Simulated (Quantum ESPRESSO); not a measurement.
# CaO (Fm-3m) in Quantum ESPRESSO: a series of runs, part 3 of 3

Quantum ESPRESSO 7.5. Earlier steps stand in the parts before.

## Step 5: Phonons, LDA

Contents of pw.in:

```
&CONTROL
  calculation = 'scf'
  prefix = 'pwscf'
  outdir = './tmp'
  pseudo_dir = './pseudo'
  tprnfor = .true.
  tstress = .true.
  disk_io = 'low'
/
&SYSTEM
  ibrav = 0
  nat = 2
  ntyp = 2
  ecutwfc = 84
  nbnd = 14
  occupations = 'smearing'
  smearing = 'fd'
  degauss = 0.00367493
/
&ELECTRONS
  conv_thr = 4d-10
  electron_maxstep = 120
  mixing_beta = 0.5
/
ATOMIC_SPECIES
Ca    40.0780 Ca.upf
O     15.9990 O.upf
CELL_PARAMETERS bohr
   0.0000000000    4.5420619907    4.5420619907
   4.5420619907    0.0000000000    4.5420619907
   4.5420619907    4.5420619907    0.0000000000
ATOMIC_POSITIONS bohr
Ca     0.0000000000    0.0000000000    0.0000000000
O      4.5420619907    4.5420619907    4.5420619907
K_POINTS automatic
6 6 6 1 1 1
```

Contents of relax.in:

```
&CONTROL
  calculation = 'vc-relax'
  prefix = 'pwscf'
  outdir = './tmp'
  pseudo_dir = './pseudo'
  tprnfor = .true.
  tstress = .true.
  disk_io = 'low'
  nstep = 40
  forc_conv_thr = 0.0001
  etot_conv_thr = 1d-06
/
&SYSTEM
  ibrav = 0
  nat = 2
  ntyp = 2
  ecutwfc = 84
  nbnd = 14
  occupations = 'smearing'
  smearing = 'fd'
  degauss = 0.00367493
/
&ELECTRONS
  conv_thr = 4d-10
  electron_maxstep = 120
  mixing_beta = 0.5
/
&IONS
  ion_dynamics = 'bfgs'
/
&CELL
  cell_dynamics = 'bfgs'
  press = 0
  press_conv_thr = 0.2
/
ATOMIC_SPECIES
Ca    40.0780 Ca.upf
O     15.9990 O.upf
CELL_PARAMETERS bohr
   0.0000000000    4.5420619907    4.5420619907
   4.5420619907    0.0000000000    4.5420619907
   4.5420619907    4.5420619907    0.0000000000
ATOMIC_POSITIONS bohr
Ca     0.0000000000    0.0000000000    0.0000000000
O      4.5420619907    4.5420619907    4.5420619907
K_POINTS automatic
6 6 6 1 1 1
```

Contents of scf2.in:

```
&CONTROL
  calculation = 'scf'
  prefix = 'pwscf'
  outdir = './tmp'
  pseudo_dir = './pseudo'
  tprnfor = .true.
  tstress = .true.
  disk_io = 'low'
/
&SYSTEM
  ibrav = 0
  nat = 2
  ntyp = 2
  ecutwfc = 84
  nbnd = 14
  occupations = 'fixed'
/
&ELECTRONS
  conv_thr = 1d-13
  electron_maxstep = 120
  mixing_beta = 0.5
  startingpot = 'file'
  startingwfc = 'file'
/
ATOMIC_SPECIES
Ca    40.0780 Ca.upf
O     15.9990 O.upf
CELL_PARAMETERS bohr
   0.0000000000    4.4446858055    4.4446858055
   4.4446858055    0.0000000000    4.4446858055
   4.4446858055    4.4446858055    0.0000000000
ATOMIC_POSITIONS bohr
Ca     0.0000000000    0.0000000000    0.0000000000
O      4.4446858055    4.4446858055    4.4446858055
K_POINTS automatic
6 6 6 1 1 1
```

Contents of ph.in:

```
phonons of CaO
&INPUTPH
  prefix = 'pwscf'
  outdir = './tmp'
  tr2_ph = 1d-18
  fildyn = 'dyn'
  niter_ph = 90
  alpha_mix(1) = 0.7
/
0.1767766953 0.7071067812 0.1767766953
```

Potentials or basis: PseudoDojo 0.4.1 SR LDA standard.

Command:

```sh
$ OMP_NUM_THREADS=1 mpirun -n 4 pw.x -nk 4 -in pw.in > pw.out
$ OMP_NUM_THREADS=1 mpirun -n 4 pw.x -nk 4 -in relax.in > relax.out
$ OMP_NUM_THREADS=1 mpirun -n 4 pw.x -nk 4 -in scf2.in > scf2.out
$ OMP_NUM_THREADS=1 mpirun -n 4 ph.x -nk 4 -in ph.in > ph.out
```

pw.out:

```text
This program is part of the open-source Quantum ESPRESSO suite
     for quantum simulation of materials; please cite
[... 6 lines left out ...]
     using ibrav=0 with symmetry is DISCOURAGED, use correct ibrav instead

     K-points division:     npool     =       4
     Subspace diagonalization in iterative solution of the eigenvalue problem:
     a serial algorithm will be used

     G-vector sticks info
     --------------------
     sticks:   dense  smooth     PW     G-vecs:    dense   smooth      PW
     Sum         955     955    295                19579    19579    3287

     Using Slab Decomposition

     bravais-lattice index     =            0
     lattice parameter (alat)  =       6.4234  a.u.
     unit-cell volume          =     187.4084 (a.u.)^3
     number of atoms/cell      =            2
     number of atomic types    =            2
     number of electrons       =        16.00
     number of Kohn-Sham states=           14
     kinetic-energy cutoff     =      84.0000  Ry
     charge density cutoff     =     336.0000  Ry
     scf convergence threshold =      4.0E-10
     mixing beta               =       0.5000
     number of iterations used =            8  plain     mixing
     Exchange-correlation= SLA  PW   NOGX NOGC
                           (   1   4   0   0   0   0   0)

     celldm(1)=   6.423446  celldm(2)=   0.000000  celldm(3)=   0.000000
     celldm(4)=   0.000000  celldm(5)=   0.000000  celldm(6)=   0.000000

[... 8 lines left out ...]
               b(3) = (  0.707107  0.707107 -0.707107 )

     PseudoPot. # 1 for Ca read from file:
     Ca.upf
     Pseudo is Norm-conserving + core correction, Zval = 10.0
     Generated using ONCVPSP code by D. R. Hamann
     Using radial grid of 1724 points,  6 beta functions with:
                l(1) =   0
                l(2) =   0
                l(3) =   1
                l(4) =   1
                l(5) =   2
                l(6) =   2

     PseudoPot. # 2 for O  read from file:
     O.upf
     Pseudo is Norm-conserving + core correction, Zval =  6.0
     Generated using ONCVPSP code by D. R. Hamann
     Using radial grid of  926 points,  5 beta functions with:
                l(1) =   0
                l(2) =   0
                l(3) =   1
                l(4) =   1
                l(5) =   2

     atomic species   valence    mass     pseudopotential
     Ca               10.00    40.07800     Ca( 1.00)
     O                 6.00    15.99900     O ( 1.00)

     48 Sym. Ops., with inversion, found

   Cartesian axes

     site n.     atom                  positions (alat units)
         1        Ca     tau(   1) = (   0.0000000   0.0000000   0.0000000  )
         2        O      tau(   2) = (   0.7071068   0.7071068   0.7071068  )

     number of k points=    28  Fermi-Dirac smearing, width (Ry)=  0.0037
                       cart. coord. in units 2pi/alat
        k(    1) = (   0.0589256   0.0589256   0.0589256), wk =   0.0185185
        k(    2) = (   0.1767767   0.1767767  -0.0589256), wk =   0.0555556
        k(    3) = (   0.2946278   0.2946278  -0.1767767), wk =   0.0555556
        k(    4) = (  -0.2946278  -0.2946278   0.4124790), wk =   0.0555556
        k(    5) = (  -0.1767767  -0.1767767   0.2946278), wk =   0.0555556
        k(    6) = (  -0.0589256  -0.0589256   0.1767767), wk =   0.0555556
[... 20 lines left out ...]
        k(   27) = (   0.2946278   0.2946278   0.2946278), wk =   0.0185185
        k(   28) = (  -0.2946278  -0.2946278   0.8838835), wk =   0.0555556

     Dense  grid:    19579 G-vectors     FFT dimensions: (  40,  40,  40)

     Initial potential from superposition of free atoms

     starting charge      15.9957, renormalised to      16.0000
     Starting wfcs are    9 randomized atomic wfcs +    5 random wfcs

     Self-consistent Calculation

     iteration #  1     ecut=    84.00 Ry     beta= 0.50
     Davidson diagonalization with overlap
     ethr =  1.00E-02,  avg # of iterations =  8.3

     total energy              =    -110.49543111 Ry
     estimated scf accuracy    <       0.45282221 Ry

     iteration #  2     ecut=    84.00 Ry     beta= 0.50
     Davidson diagonalization with overlap
     ethr =  2.83E-03,  avg # of iterations =  2.1
[... 50 lines left out ...]
     total energy              =    -110.66419915 Ry
     estimated scf accuracy    <          1.3E-09 Ry

     iteration # 10     ecut=    84.00 Ry     beta= 0.50
     Davidson diagonalization with overlap
     ethr =  7.99E-12,  avg # of iterations =  1.0

     End of self-consistent calculation

          k = 0.0589 0.0589 0.0589 (  2439 PWs)   bands (ev):

   -29.7653 -10.8645 -10.7659 -10.7659  -7.6751   7.1129   7.2782   7.2782
    12.2880  13.4770  13.6278  13.6278  15.2295  15.2295

          k = 0.1768 0.1768-0.0589 (  2448 PWs)   bands (ev):

   -29.7316 -11.2381 -10.8245 -10.7688  -7.2638   6.1351   6.7855   7.0350
    13.2951  13.5266  14.0339  14.5398  15.8128  16.2175

          k = 0.2946 0.2946-0.1768 (  2441 PWs)   bands (ev):

   -29.6793 -11.7163 -10.8587 -10.8014  -6.7585   5.1051   6.2882   6.4373
    13.8134  14.9501  15.0834  15.6962  17.1861  17.4170

          k =-0.2946-0.2946 0.4125 (  2439 PWs)   bands (ev):

   -29.6609 -11.8624 -10.8498 -10.8310  -6.6094   4.8067   6.1694   6.2170
    14.2322  15.0005  15.7522  16.2688  17.6889  17.9373

          k =-0.1768-0.1768 0.2946 (  2443 PWs)   bands (ev):
[... 6 lines left out ...]
   -29.7473 -11.0541 -10.7959 -10.7851  -7.4552   6.4659   7.1277   7.1773
    12.9046  13.0939  14.0788  14.1317  15.3632  15.9241

          k = 0.2946 0.0589 0.0589 (  2451 PWs)   bands (ev):

   -29.7163 -11.2649 -10.8477 -10.8408  -7.2328   5.8141   6.9942   7.0535
    12.4367  13.6601  14.9086  14.9557  15.6069  16.9314

          k = 0.4125 0.1768-0.0589 (  2437 PWs)   bands (ev):

   -29.6738 -11.5060 -10.9499 -10.8697  -7.0304   5.4812   6.5373   6.7650
    12.4419  14.7227  15.6722  15.7749  16.5238  17.8826

          k =-0.1768-0.4125 0.5303 (  2427 PWs)   bands (ev):

   -29.6464 -11.6618 -11.0167 -10.8945  -6.8616   5.3299   6.2214   6.3641
    13.5476  14.5397  16.1066  16.2835  17.4961  19.1368

          k =-0.0589-0.2946 0.4125 (  2434 PWs)   bands (ev):

   -29.6619 -11.6065 -11.0183 -10.8427  -6.8689   5.3054   6.2843   6.5190
    13.4127  14.6515  15.5198  15.8076  17.4472  18.3286

          k = 0.0589-0.1768 0.2946 (  2448 PWs)   bands (ev):

   -29.7046 -11.4203 -10.8810 -10.7993  -7.0662   5.6388   6.6068   6.8758
    12.9557  14.1579  14.7392  15.2081  16.1626  17.0598

          k = 0.5303 0.0589 0.0589 (  2432 PWs)   bands (ev):

   -29.6503 -11.4182 -10.9876 -10.9593  -7.3160   5.7690   6.8643   6.9435
    11.3500  15.0770  16.1710  16.3714  16.5058  18.1577

          k =-0.0589-0.5303 0.6482 (  2432 PWs)   bands (ev):

   -29.6323 -11.3644 -11.1370 -11.0056  -7.2865   6.0482   6.4513   6.7110
    11.8248  15.4837  15.8009  16.7597  16.8277  19.4642

          k = 0.0589-0.4125 0.5303 (  2432 PWs)   bands (ev):

   -29.6379 -11.5055 -11.1641 -10.9238  -6.9860   5.6239   6.2538   6.3857
    13.4030  14.3567  16.0202  16.2687  17.4722  20.3733

          k = 0.1768-0.2946 0.4125 (  2436 PWs)   bands (ev):

   -29.6614 -11.7503 -10.9155 -10.8398  -6.7404   5.0642   6.2151   6.3613
    13.7671  14.8045  15.6808  16.1768  17.4914  18.0994

          k =-0.6482 0.0589 0.0589 (  2439 PWs)   bands (ev):

   -29.6328 -11.3891 -11.0423 -10.9891  -7.4561   6.0317   6.8491   6.9425
    11.1057  15.4522  16.3500  16.5517  16.8171  18.6555

          k =-0.5303 0.1768-0.0589 (  2430 PWs)   bands (ev):

   -29.6474 -11.4727 -11.0286 -10.9558  -7.1539   5.7126   6.5059   6.7191
    12.0392  15.1652  15.9634  16.4136  16.7516  18.6492

          k =-0.4125 0.0589 0.0589 (  2444 PWs)   bands (ev):

   -29.6808 -11.3935 -10.9136 -10.9075  -7.1883   5.5905   6.9042   6.9719
    11.8145  14.4083  15.7843  15.8019  15.9348  17.6992

          k = 0.1768 0.1768 0.1768 (  2442 PWs)   bands (ev):

   -29.7182 -11.4111 -10.7905 -10.7905  -7.0934   5.8127   6.7091   6.7091
    13.5187  14.1012  14.4816  14.4816  16.3247  16.3247

          k = 0.2946 0.2946 0.0589 (  2447 PWs)   bands (ev):
[... 21 lines left out ...]
   -29.6427 -11.5246 -11.0887 -10.9442  -6.9917   5.5872   6.2975   6.4502
    13.1474  14.4782  15.9246  16.3328  17.3822  19.4624

          k =-0.0589-0.2946 0.6482 (  2435 PWs)   bands (ev):

   -29.6318 -11.3552 -11.1775 -11.0550  -7.1198   5.9648   6.2572   6.4334
    12.9855  14.3084  15.8217  16.7805  17.3026  20.4839

          k =-0.7660 0.1768 0.1768 (  2425 PWs)   bands (ev):

   -29.6342 -11.4149 -11.2098 -10.9332  -7.1354   5.9241   6.2024   6.5854
    12.4137  15.2625  15.9871  16.3851  17.0966  19.9657

          k = 0.2946 0.2946 0.2946 (  2443 PWs)   bands (ev):

   -29.6705 -11.8447 -10.8148 -10.8148  -6.6185   4.8265   6.2317   6.2317
    14.1596  15.5075  15.5075  15.5339  17.5602  17.5602

          k =-0.2946-0.2946 0.8839 (  2435 PWs)   bands (ev):

   -29.6531 -11.7608 -10.9595 -10.8458  -6.7319   5.0612   6.2362   6.2458
    14.1610  14.4829  15.7374  16.3697  17.7161  18.5896

     the Fermi energy is     9.7732 ev

!    total energy              =    -110.66419915 Ry
     estimated scf accuracy    <          4.7E-11 Ry
     smearing contrib. (-TS)   =      -0.00000000 Ry
     internal energy E=F+TS    =    -110.66419915 Ry

     The total energy is F=E-TS. E is the sum of the following terms:
     one-electron contribution =     -25.18544594 Ry
     hartree contribution      =      20.49442001 Ry
     xc contribution           =     -22.93718760 Ry
     ewald contribution        =     -83.03598562 Ry

     convergence has been achieved in  10 iterations

     Forces acting on atoms (cartesian axes, Ry/au):

     atom    1 type  1   force =    -0.00000000   -0.00000000    0.00000000
     atom    2 type  2   force =    -0.00000000   -0.00000000    0.00000000

     Total force =     0.000000     Total SCF correction =     0.000000

     Computing stress (Cartesian axis) and pressure

          total   stress  (Ry/bohr**3)                   (kbar)     P=      -73.00
  -0.00049624  -0.00000000  -0.00000000          -73.00       -0.00       -0.00
  -0.00000000  -0.00049624  -0.00000000           -0.00      -73.00       -0.00
  -0.00000000  -0.00000000  -0.00049624           -0.00       -0.00      -73.00

=------------------------------------------------------------------------------=
   JOB DONE.
=------------------------------------------------------------------------------=
```

Wall time 7.6 min (4 MPI ranks of Arm Neoverse V2, shared host); peak memory 0.36 GiB.

What came out:

```
Free energy                                 : -1505.7051 eV
Relaxed volume                              : 13.01 Å³/atom
Relaxed cell                                : a = 3.326 Å, b = 3.326 Å, c = 3.326 Å, α = 60.00°, β = 60.00°, γ = 60.00°
Space group after relaxing (to 0.05 Å)      : Fm-3m (No. 225)
Pressure after relaxing                     : 0.0 GPa
Highest phonon frequency at the q point run : 386 cm⁻¹
```

Step by step:
```tsv
step	energy change (eV)	largest force (eV/Å)	pressure (GPa)	volume (Å³)
1	0.0000	0.0000	-7.30	27.77
2	-0.0344	0.0000	-3.36	26.75
3	-0.0421	0.0000	0.42	25.94
4	-0.0422	0.0000	-0.02	26.03
5	-0.0422	0.0000	0.00	26.02
```

Final structure:
```yaml
crystal:
  lattice:
    - [0.00000, 2.35203, 2.35203]
    - [2.35203, 0.00000, 2.35203]
    - [2.35203, 2.35203, 0.00000]
  atoms:
    - { symbol: Ca, position: [0.00000, 0.00000, 0.00000] }
    - { symbol: O, position: [0.50000, 0.50000, 0.50000] }
```

Levels at points of the mesh, in eV from the valence-band top:
```tsv
k point	band 6	band 7	band 8	band 9	band 10	band 11
(0.08, 0.08, 0.08)	-0.16	0.00	0.00	5.58	6.36	6.52
```

Phonon frequencies in cm⁻¹ (negative: imaginary):
```tsv
q point	frequencies
(0.625, 0.250, 0.625)	210 281 295 319 371 386
```

Phonon modes at q = (0.625, 0.250, 0.625) in reciprocal lattice units:
```
mode  symmetry  cm⁻¹
   1       B_1   210
   2       A_1   281
   3       B_2   295
   4       B_1   319
   5       B_2   371
   6       A_1   386
```

## Step 6: Phonons, LDA

pw.in is that of step 5.

relax.in is that of step 5.

scf2.in is that of step 5.

ph.in, as its differences from that of step 5:

```diff
@@ -9,2 +9,2 @@
 /
-0.1767766953 0.7071067812 0.1767766953
+0.3535533906 0.7071067812 -0.0000000000
```

Potentials or basis: PseudoDojo 0.4.1 SR LDA standard.

Command:

```sh
$ OMP_NUM_THREADS=1 mpirun -n 4 pw.x -nk 4 -in pw.in > pw.out
$ OMP_NUM_THREADS=1 mpirun -n 4 pw.x -nk 4 -in relax.in > relax.out
$ OMP_NUM_THREADS=1 mpirun -n 4 pw.x -nk 4 -in scf2.in > scf2.out
$ OMP_NUM_THREADS=1 mpirun -n 4 ph.x -nk 4 -in ph.in > ph.out
```

pw.out:

```text
This program is part of the open-source Quantum ESPRESSO suite
     for quantum simulation of materials; please cite
[... 6 lines left out ...]
     using ibrav=0 with symmetry is DISCOURAGED, use correct ibrav instead

     K-points division:     npool     =       4
     Subspace diagonalization in iterative solution of the eigenvalue problem:
     a serial algorithm will be used

     G-vector sticks info
     --------------------
     sticks:   dense  smooth     PW     G-vecs:    dense   smooth      PW
     Sum         955     955    295                19579    19579    3287

     Using Slab Decomposition

     bravais-lattice index     =            0
     lattice parameter (alat)  =       6.4234  a.u.
     unit-cell volume          =     187.4084 (a.u.)^3
     number of atoms/cell      =            2
[... 245 lines left out ...]
   -29.6328 -11.3891 -11.0423 -10.9891  -7.4561   6.0317   6.8491   6.9425
    11.1057  15.4522  16.3500  16.5517  16.8171  18.6555

          k =-0.5303 0.1768-0.0589 (  2430 PWs)   bands (ev):

   -29.6474 -11.4727 -11.0286 -10.9558  -7.1539   5.7126   6.5059   6.7191
    12.0392  15.1652  15.9634  16.4136  16.7516  18.6492

          k =-0.4125 0.0589 0.0589 (  2444 PWs)   bands (ev):
[... 51 lines left out ...]
   -29.6531 -11.7608 -10.9595 -10.8458  -6.7319   5.0612   6.2362   6.2458
    14.1610  14.4829  15.7374  16.3697  17.7161  18.5896

     the Fermi energy is     9.7732 ev

!    total energy              =    -110.66419915 Ry
     estimated scf accuracy    <          4.7E-11 Ry
     smearing contrib. (-TS)   =      -0.00000000 Ry
     internal energy E=F+TS    =    -110.66419915 Ry

     The total energy is F=E-TS. E is the sum of the following terms:
     one-electron contribution =     -25.18544594 Ry
     hartree contribution      =      20.49442001 Ry
     xc contribution           =     -22.93718760 Ry
     ewald contribution        =     -83.03598562 Ry

     convergence has been achieved in  10 iterations

     Forces acting on atoms (cartesian axes, Ry/au):

     atom    1 type  1   force =    -0.00000000   -0.00000000    0.00000000
     atom    2 type  2   force =    -0.00000000   -0.00000000    0.00000000

     Total force =     0.000000     Total SCF correction =     0.000000

     Computing stress (Cartesian axis) and pressure

          total   stress  (Ry/bohr**3)                   (kbar)     P=      -73.00
  -0.00049624  -0.00000000  -0.00000000          -73.00       -0.00       -0.00
  -0.00000000  -0.00049624  -0.00000000           -0.00      -73.00       -0.00
  -0.00000000  -0.00000000  -0.00049624           -0.00       -0.00      -73.00

=------------------------------------------------------------------------------=
   JOB DONE.
=------------------------------------------------------------------------------=
```

relax.out:

```text
This program is part of the open-source Quantum ESPRESSO suite
     for quantum simulation of materials; please cite
[... 6 lines left out ...]
     using ibrav=0 with symmetry is DISCOURAGED, use correct ibrav instead

     K-points division:     npool     =       4
[... 1706 lines left out ...]
  -0.00000154   0.00000000   0.00000000           -0.23        0.00        0.00
   0.00000000  -0.00000154   0.00000000            0.00       -0.23        0.00
   0.00000000   0.00000000  -0.00000154            0.00        0.00       -0.23

=------------------------------------------------------------------------------=
   JOB DONE.
=------------------------------------------------------------------------------=
```

scf2.out:

```text
This program is part of the open-source Quantum ESPRESSO suite
     for quantum simulation of materials; please cite
[... 6 lines left out ...]
     using ibrav=0 with symmetry is DISCOURAGED, use correct ibrav instead

     K-points division:     npool     =       4
[... 301 lines left out ...]
  -0.00000155   0.00000000  -0.00000000           -0.23        0.00       -0.00
  -0.00000000  -0.00000155   0.00000000           -0.00       -0.23        0.00
   0.00000000  -0.00000000  -0.00000155            0.00       -0.00       -0.23

=------------------------------------------------------------------------------=
   JOB DONE.
=------------------------------------------------------------------------------=
```

Run time: 3.7 min. Hardware: 4 MPI ranks of Arm Neoverse V2, shared host; peak memory 0.36 GiB.

What came out:

```
Free energy                                 : -1505.7051 eV
Relaxed volume                              : 13.01 Å³/atom
Relaxed cell                                : a = 3.326 Å, b = 3.326 Å, c = 3.326 Å, α = 60.00°, β = 60.00°, γ = 60.00°
Space group after relaxing (to 0.05 Å)      : Fm-3m (No. 225)
Pressure after relaxing                     : 0.0 GPa
Highest phonon frequency at the q point run : 373 cm⁻¹
```

The path:
```
step  energy change (eV)  largest force (eV/Å)  pressure (GPa)  volume (Å³)
   1              0.0000                0.0000           -7.30        27.77
   2             -0.0344                0.0000           -3.36        26.75
   3             -0.0421                0.0000            0.42        25.94
   4             -0.0422                0.0000           -0.02        26.03
   5             -0.0422                0.0000            0.00        26.02
```

Final structure:
```cif
data_structure
_symmetry_space_group_name_H-M 'P 1'
_symmetry_Int_Tables_number 1
_cell_length_a 3.3263
_cell_length_b 3.3263
_cell_length_c 3.3263
_cell_angle_alpha 60.000
_cell_angle_beta 60.000
_cell_angle_gamma 60.000
_cell_volume 26.02
loop_
_atom_site_label
_atom_site_type_symbol
_atom_site_fract_x
_atom_site_fract_y
_atom_site_fract_z
_atom_site_occupancy
Ca1 Ca 0.00000 0.00000 0.00000 1
O1 O 0.50000 0.50000 0.50000 1
```

Phonon frequencies in cm⁻¹ (negative: imaginary):
```
              q point              frequencies
(0.500, 0.250, 0.750)  251 276 276 353 353 373
```

Phonon modes at q = (0.500, 0.250, 0.750) in reciprocal lattice units:
```tsv
mode	symmetry	cm⁻¹
1	B_2	251
2	E	276
3	E	276
4	E	353
5	E	353
6	A_1	373
```
